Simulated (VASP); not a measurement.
# Mg (P6_3/mmc) in VASP: further runs

Aim: see how the results for Mg move with the level of theory and the settings. Levels: r2SCAN, LDA. Tasks: relaxation of cell and atoms.

All numbers are computed with VASP 6.6.1; they aren't measurements. Logs are shortened: lines on timing, memory, paths and dates and some standing lists are left out, and cuts for length are marked.

## Step 1: The structure

It takes space group P6_3/mmc (No. 194, hexagonal). The conventional cell has a = 3.184 Å, b = 3.184 Å, c = 5.101 Å, α = 90.00°, β = 90.00°, γ = 120.00°. Around Mg (site symmetry -6m2) lie 12 Mg at 3.14 to 3.18 Å.

## Step 2: Relaxation of cell and atoms, r2SCAN

File INCAR:

```
SYSTEM = Mg
PREC     = Accurate       ! precision mode
ENCUT    = 600            ! plane-wave cutoff, eV
EDIFF    = 1E-7           ! SCF threshold, eV
ISMEAR   = 1              ! smearing method
SIGMA    = 0.1            ! smearing width, eV
LREAL    = .False.        ! projectors in reciprocal space
LASPH    = .True.         ! aspherical terms in the spheres
NELM     = 80             ! most SCF steps
ALGO     = Normal         ! electronic algorithm
ISIF     = 3              ! what is computed and relaxed
LWAVE    = .False.        ! write WAVECAR
LCHARG   = .False.        ! write CHGCAR
METAGGA  = R2SCAN         ! meta-GGA
LMIXTAU  = .True.       
IBRION   = 2              ! ionic algorithm
NSW      = 90             ! ionic steps
EDIFFG   = -0.005         ! ionic threshold
```

File KPOINTS:

```
Automatic mesh
0
Gamma
  18 18 9
  0 0 0
```

File POSCAR:

```
Mg                                      
1.0
    3.1844063091      0.0000000000     -0.0000000000
   -1.5922031545      2.7577767597     -0.0000000000
    0.0000000000      0.0000000000      5.1013963627
  Mg            
     2
Direct
     0.3333333332999970    0.6666666667000030    0.2500000000000000
     0.6666666667000030    0.3333333332999970    0.7500000000000000
```

Potentials or basis: VASP PAW PBE potentials, release 64 (Mg).

Started as:

```console
cat potpaw_PBE.64/Mg/POTCAR > POTCAR
mpirun -np 1 vasp_std > vasp.out
```

OUTCAR:

```text
SYSTEM = Mg
   PREC = Accurate
   ENCUT = 600
   EDIFF = 1E-7
   ISMEAR = 1
   LREAL = .False.
   LASPH = .True.
   NELM = 80
   ISIF = 3
   METAGGA = R2SCAN
   IBRION = 2
   NSW = 90
   EDIFFG = -0.005

 ion  position               nearest neighbor table
   1  0.333  0.667  0.250-   2 3.14   2 3.14   2 3.14   2 3.14   2 3.14   2 3.14
   2  0.667  0.333  0.750-   1 3.14   1 3.14   1 3.14   1 3.14   1 3.14   1 3.14

  LATTYP: Found a hexagonal cell.
 ALAT       =     3.1844063091
 C/A-ratio  =     1.6019929204

  Lattice vectors:

 A1 = (   3.1844063091,   0.0000000000,   0.0000000000)
 A2 = (  -1.5922031545,   2.7577767597,   0.0000000000)
 A3 = (   0.0000000000,   0.0000000000,   5.1013963627)

Analysis of symmetry for initial positions (statically):
=====================================================================
 Subroutine PRICEL returns:
 Original cell was already a primitive cell.

 Routine SETGRP: Setting up the symmetry group for a
 hexagonal supercell.

 Subroutine GETGRP returns: Found 24 space group operations
 (whereof 12 operations were pure point group operations)
 out of a pool of 24 trial point group operations.

The static configuration has the point symmetry D_3d.
 The point group associated with its full space group is D_6h.

Analysis of symmetry for dynamics (positions and initial velocities):
=====================================================================
 Subroutine PRICEL returns:
 Original cell was already a primitive cell.

 Routine SETGRP: Setting up the symmetry group for a
 hexagonal supercell.

 Subroutine GETGRP returns: Found 24 space group operations
 (whereof 12 operations were pure point group operations)
 out of a pool of 24 trial point group operations.

The dynamic configuration has the point symmetry D_3d.
 The point group associated with its full space group is D_6h.

 Subroutine INISYM returns: Found 24 space group operations
 (whereof 12 operations are pure point group operations),
 and found     1 'primitive' translations

----------------------------------------------------------------------------------------

                                     Primitive cell

  volume of cell :      44.7999

  direct lattice vectors                    reciprocal lattice vectors
     3.184406309  0.000000000  0.000000000     0.314030278  0.181305466  0.000000000
    -1.592203154  2.757776760  0.000000000     0.000000000  0.362610932  0.000000000
     0.000000000  0.000000000  5.101396363     0.000000000  0.000000000  0.196024760

[... 88 lines left out ...]
   NFREE  =      1    steps in history (QN), initial steepest desc. (CG)
   ISIF   =      3    stress and relaxation
   ISYM   =      2    0-nonsym 1-usesym 2-fastsym
   POTIM  = 0.5000    time-step for ionic-motion
   TEBEG  =    0.0;   TEEND  =   0.0 temperature during run
   PSTRESS=    0.0 pullay stress
   NELECT =       4.0000    total number of electrons
   NUPDOWN=      -1.0000    fix difference up-down
   EMIN   =  10.00;   EMAX   =-10.00  energy-range for DOS
   EFERMI =   0.00;   METHOD = LEGACY
   ISMEAR =     1;   SIGMA  =   0.10  broadening in eV -4-tet -1-fermi 0-gaus
   EFERMI_NEDOS =   21; number of points for ismear=-14 and -15
   IALGO  =     38    algorithm
   IMIX   =      4    mixing-type and parameters
     AMIX     =   0.40;   BMIX     =  1.00
     AMIX_MAG =   1.60;   BMIX_MAG =  1.00
  volume/ion in A,a.u.               =      22.40       151.16
  Fermi-wavevector in a.u.,A,eV,Ry     =   0.731705  1.382722  7.284451  0.535392
  Thomas-Fermi vector in A             =   1.823988
   LORBIT       =      0    0 simple, 1 ext, 2 COOP (PROOUT), +10 PAW based schemes
   METAGGA = R2SCAN    functional components
   LHFCALC =     F    Hartree Fock is set to
   AEXX    =    0.0000 exact exchange contribution
   IVDW    =     0    specifies the selected vdW correction
   LEPSILON=     F    determine dielectric tensor
   LRPA    =     F    only Hartree local field effects (RPA)
 conjugate gradient relaxation of ions
 non-spin polarized calculation
 Methfessel and Paxton  Order N= 1 SIGMA  =   0.10
  energy-cutoff  :      600.00
  volume of cell :       44.80
 maximum number of plane-waves:      1518
 NGX is ok and might be reduce to    28
   NGX = 13   NGY = 13   NGZ = 21

 number of electron       4.0000000 magnetization

 Free energy of the ion-electron system (eV)
  ---------------------------------------------------
  ext. energy  EPLUGINS =         0.00000000
  ---------------------------------------------------
  free energy    TOTEN  =        -8.29845832 eV

  energy without entropy =       -8.29819863  energy(sigma->0) =       -8.29837176

 E-fermi :   2.7911     XC(G=0):  -9.1186

 val. band max:        2.7840150042   @ k =   0.3889   0.1111   0.3333
 cond. band min:       2.7986457448   @ k =   0.0556  -0.0000   0.1111
 fundamental gap:      0.0146307407
 Fermi energy:         2.7911258303

 k-point     1 :       0.0000    0.0000    0.0000
  band No.  band energies     occupation
      1      -4.7227      2.00000
      2       0.9073      2.00000
      3       1.7099      2.00000
      4      14.4728      0.00000
      5      14.4734      0.00000
      6      14.6482      0.00000
[... 199 lines left out ...]
 k-point    24 :       0.3889    0.1111    0.0000
  band No.  band energies     occupation
      1      -0.4542      2.00000
      2       1.7402      2.00000
      3       4.9357      0.00000
      4       5.7603      0.00000
      5       7.0834      0.00000
      6       7.1323      0.00000

 [... further k-points ...]

------------------------ aborting loop because EDIFF is reached ----------------------------------------

  FORCE on cell =-STRESS in cart. coord.  units (eV):
  Direction    XX          YY          ZZ          XY          YZ          ZX
  --------------------------------------------------------------------------------------
  -------------------------------------------------------------------------------------
  Total        0.0065258      0.0065258      0.0077657      0.0000000     -0.0000000     -0.0000000
  in kB        0.2333821      0.2333821      0.2777263      0.0000000     -0.0000000     -0.0000000
  external PRESSURE =       0.2481635 kB  Pullay stress =       0.0000000 kB

 VOLUME and BASIS-vectors are now :
 -----------------------------------------------------------------------------
  energy-cutoff  :      600.00
  volume of cell :       44.80
      direct lattice vectors                 reciprocal lattice vectors
     3.184406309  0.000000000  0.000000000     0.314030278  0.181305466  0.000000000
    -1.592203154  2.757776760  0.000000000     0.000000000  0.362610932  0.000000000
     0.000000000  0.000000000  5.101396363     0.000000000  0.000000000  0.196024760

 POSITION                                       TOTAL-FORCE (eV/Angst)
 -----------------------------------------------------------------------------------
     -0.00000      1.83852      1.27535         0.000000      0.000000      0.000000
      1.59220      0.91926      3.82605        -0.000000     -0.000000      0.000000
 -----------------------------------------------------------------------------------
    total drift:                                0.000000     -0.000000      0.000000

  FREE ENERGIE OF THE ION-ELECTRON SYSTEM (eV)
  ---------------------------------------------------
  free  energy   TOTEN  =        -8.2984583234 eV

  energy  without entropy=       -8.2981986287  energy(sigma->0) =       -8.29837176

 reached required accuracy - stopping structural energy minimisation
```

OSZICAR:

```text
N       E                     dE             d eps       ncg     rms          rms(c)
DAV:   1    -0.503819914175E+01   -0.50382E+01   -0.14204E+03  2220   0.545E+02
DAV:   2    -0.829114618595E+01   -0.32529E+01   -0.31146E+01  2970   0.317E+01
DAV:   3    -0.833464907524E+01   -0.43503E-01   -0.43031E-01  3108   0.403E+00
DAV:   4    -0.833479729374E+01   -0.14822E-03   -0.14817E-03  3036   0.214E-01
DAV:   5    -0.833479852427E+01   -0.12305E-05   -0.12303E-05  3144   0.154E-02    0.962E-01
DAV:   6    -0.827769103778E+01    0.57107E-01   -0.93222E-02  2736   0.196E+00    0.696E-01
DAV:   7    -0.829621402550E+01   -0.18523E-01   -0.45060E-02  2502   0.236E+00    0.137E-01
DAV:   8    -0.829831456141E+01   -0.21005E-02   -0.10596E-02  2436   0.100E+00    0.293E-02
DAV:   9    -0.829804249380E+01    0.27207E-03   -0.15774E-03  2478   0.439E-01    0.239E-02
DAV:  10    -0.829841592874E+01   -0.37343E-03   -0.65710E-04  2454   0.286E-01    0.657E-03
DAV:  11    -0.829846376784E+01   -0.47839E-04   -0.14051E-05  2934   0.501E-02    0.151E-03
DAV:  12    -0.829845418167E+01    0.95862E-05   -0.94701E-07  2706   0.829E-03    0.108E-03
DAV:  13    -0.829846065531E+01   -0.64736E-05   -0.12035E-06  2478   0.144E-02    0.317E-04
DAV:  14    -0.829845827054E+01    0.23848E-05   -0.38290E-07  2484   0.628E-03    0.604E-05
DAV:  15    -0.829845832344E+01   -0.52899E-07   -0.66874E-09  1494   0.605E-04
   1 F= -.82984583E+01 E0= -.82983718E+01  d E =-.829846E+01
```

CONTCAR:

```text
Mg
   1.00000000000000
     3.1844063090999999    0.0000000000000000    0.0000000000000000
    -1.5922031544999999    2.7577767597000000    0.0000000000000000
     0.0000000000000000    0.0000000000000000    5.1013963627000001
  Mg
     2
Direct
     0.3333333332999970    0.6666666667000030    0.2500000000000000
     0.6666666667000030    0.3333333332999970    0.7500000000000000

  0.00000000E+00  0.00000000E+00  0.00000000E+00
  0.00000000E+00  0.00000000E+00  0.00000000E+00
```

Wall time 2.8 min (1 thread of Intel Xeon Platinum 8488C (Sapphire Rapids), shared host); peak memory 0.23 GiB.

Results:

- Free energy: -8.2985 eV
- Pressure after relaxing: 0.0 GPa
- Band gap on the k mesh: none (metal or under the smearing width)

Final structure:
```cif
data_structure
_symmetry_space_group_name_H-M 'P 1'
_symmetry_Int_Tables_number 1
_cell_length_a 3.1844
_cell_length_b 3.1844
_cell_length_c 5.1014
_cell_angle_alpha 90.000
_cell_angle_beta 90.000
_cell_angle_gamma 120.000
_cell_volume 44.80
loop_
_atom_site_label
_atom_site_type_symbol
_atom_site_fract_x
_atom_site_fract_y
_atom_site_fract_z
_atom_site_occupancy
Mg1 Mg 0.33333 0.66667 0.25000 1
Mg2 Mg 0.66667 0.33333 0.75000 1
```

Caveat: the relaxation stopped at its first step, so nothing moved; the PAW data sets were made with another functional, which shifts forces and pressure a little.

## Step 3: Relaxation of cell and atoms, LDA

This run uses another cell than the first one, of 23.24 Å³/atom, 1.037 times its volume.

File INCAR:

```
SYSTEM = Mg
ALGO     = Normal         ! electronic algorithm
EDIFF    = 1E-6           ! SCF threshold, eV
EDIFFG   = -0.01          ! ionic threshold
ENCUT    = 600            ! plane-wave cutoff, eV
IBRION   = 2              ! ionic algorithm
ISIF     = 3              ! what is computed and relaxed
ISMEAR   = 1              ! smearing method
LASPH    = .True.         ! aspherical terms in the spheres
LCHARG   = .False.        ! write CHGCAR
LREAL    = .False.        ! projectors in reciprocal space
LWAVE    = .False.        ! write WAVECAR
NELM     = 80             ! most SCF steps
NSW      = 90             ! ionic steps
PREC     = Accurate       ! precision mode
SIGMA    = 0.1            ! smearing width, eV
```

File KPOINTS:

```
k-points
0
Gamma
  18 18 9
  0 0 0
```

File POSCAR:

```
Mg
1.0
    3.2093000000      0.0000000000      0.0000000000
   -1.6046500000      2.7793353284      0.0000000000
    0.0000000000      0.0000000000      5.2103000000
Mg
2
Direct
    0.3333333333      0.6666666667      0.2500000000
    0.6666666667      0.3333333333      0.7500000000
```

Potentials or basis: VASP PAW LDA potentials, release 64 (Mg).

Started as:

```console
cat potpaw_LDA.64/Mg/POTCAR > POTCAR
mpirun -np 1 vasp_std > vasp.out
```

It took 3.1 min on 1 thread of AMD EPYC 7R43 (Zen 3), shared host; peak memory 0.18 GiB.

Results (log left out):

| Quantity | Value |
| --- | --- |
| Free energy | -3.6223 eV |
| Relaxed volume | 21.40 Å³/atom |
| Relaxed cell | a = 3.137 Å, b = 3.137 Å, c = 5.022 Å, α = 90.00°, β = 90.00°, γ = 120.00° |
| Space group after relaxing (to 0.05 Å) | P6_3/mmc (No. 194) |
| Energy gained by relaxing | 17.4 meV/atom |
| Ionic steps | 7 |
| Pressure after relaxing | 0.1 GPa |
| Band gap on the k mesh | none (metal or under the smearing width) |

Step by step:
| step | energy change (eV) | largest force (eV/Å) | pressure (GPa) | volume (Å³) |
| --- | --- | --- | --- | --- |
| 1 | 0.0000 | 0.0000 | -2.82 | 46.47 |
| 2 | -0.0318 | 0.0000 | -0.84 | 43.78 |
| 3 | -0.0344 | 0.0000 | -0.02 | 42.87 |
| 4 | -0.0344 | 0.0000 | 0.05 | 42.80 |
| 5 | -0.0346 | 0.0000 | 0.05 | 42.80 |
| 6 | -0.0348 | 0.0000 | 0.06 | 42.79 |
| 7 | -0.0348 | 0.0000 | 0.06 | 42.79 |

Final structure:
```cif
data_structure
_symmetry_space_group_name_H-M 'P 1'
_symmetry_Int_Tables_number 1
_cell_length_a 3.1369
_cell_length_b 3.1369
_cell_length_c 5.0218
_cell_angle_alpha 90.000
_cell_angle_beta 90.000
_cell_angle_gamma 120.000
_cell_volume 42.79
loop_
_atom_site_label
_atom_site_type_symbol
_atom_site_fract_x
_atom_site_fract_y
_atom_site_fract_z
_atom_site_occupancy
Mg1 Mg 0.33333 0.66667 0.25000 1
Mg2 Mg 0.66667 0.33333 0.75000 1
```

Levels at points of the mesh, in eV from the Fermi level:
```
           k point  band 1  band 2  band 3  band 4  band 5  band 6
(0.00, 0.00, 0.00)   -7.22   -1.69   -1.13   11.16   11.16   11.31
(0.50, 0.00, 0.00)   -2.27   -2.26    2.78    3.13    3.54    3.91
```

LDA usually gives volumes a few per cent too small. Zero-point motion and thermal expansion aren't in these numbers.

## Step 4: Relaxation of cell and atoms, LDA

This run uses another cell than the first one, of 21.40 Å³/atom, 0.955 times its volume.

Changes to INCAR since step 3:

```diff
@@ -2,4 +2,4 @@
 ALGO     = Normal         ! electronic algorithm
-EDIFF    = 1E-6           ! SCF threshold, eV
-EDIFFG   = -0.01          ! ionic threshold
+EDIFF    = 1E-7           ! SCF threshold, eV
+EDIFFG   = -0.005         ! ionic threshold
 ENCUT    = 600            ! plane-wave cutoff, eV
```

KPOINTS is that of step 3.

File POSCAR:

```
Mg                                      
1.0
    3.1368943342      0.0000000000      0.0000000000
   -1.5684471671      2.7166301824     -0.0000000000
    0.0000000000      0.0000000000      5.0217793881
  Mg            
     2
Direct
     0.3333333332999970    0.6666666667000030    0.2500000000000000
     0.6666666667000030    0.3333333332999970    0.7500000000000000
```

Started as:

```console
cat potpaw_LDA.64/Mg/POTCAR > POTCAR
mpirun -np 1 vasp_std > vasp.out
```

Run time: 95 s. Hardware: 1 thread of AMD EPYC 7R43 (Zen 3), shared host; peak memory 0.17 GiB.

Results (log left out):

| Item | Value |
| --- | --- |
| Free energy | -3.6223 eV |
| Relaxed volume | 21.42 Å³/atom |
| Relaxed cell | a = 3.138 Å, b = 3.138 Å, c = 5.024 Å, α = 90.00°, β = 90.00°, γ = 120.00° |
| Space group after relaxing (to 0.05 Å) | P6_3/mmc (No. 194) |
| Energy gained by relaxing | 0.0 meV/atom |
| Ionic steps | 2 |
| Pressure after relaxing | 0.0 GPa |
| Band gap on the k mesh | none (metal or under the smearing width) |

Final structure:
```
CELL_PARAMETERS angstrom
3.13808 0.00000 0.00000
-1.56904 2.71766 0.00000
0.00000 0.00000 5.02361
ATOMIC_POSITIONS crystal
Mg 0.33333 0.66667 0.25000
Mg 0.66667 0.33333 0.75000
```

Levels at points of the mesh, in eV from the Fermi level:
| k point | band 1 | band 2 | band 3 | band 4 | band 5 | band 6 |
| --- | --- | --- | --- | --- | --- | --- |
| (0.00, 0.00, 0.00) | -7.22 | -1.68 | -1.13 | 11.15 | 11.15 | 11.30 |
| (0.50, 0.00, 0.00) | -2.27 | -2.26 | 2.78 | 3.13 | 3.54 | 3.90 |
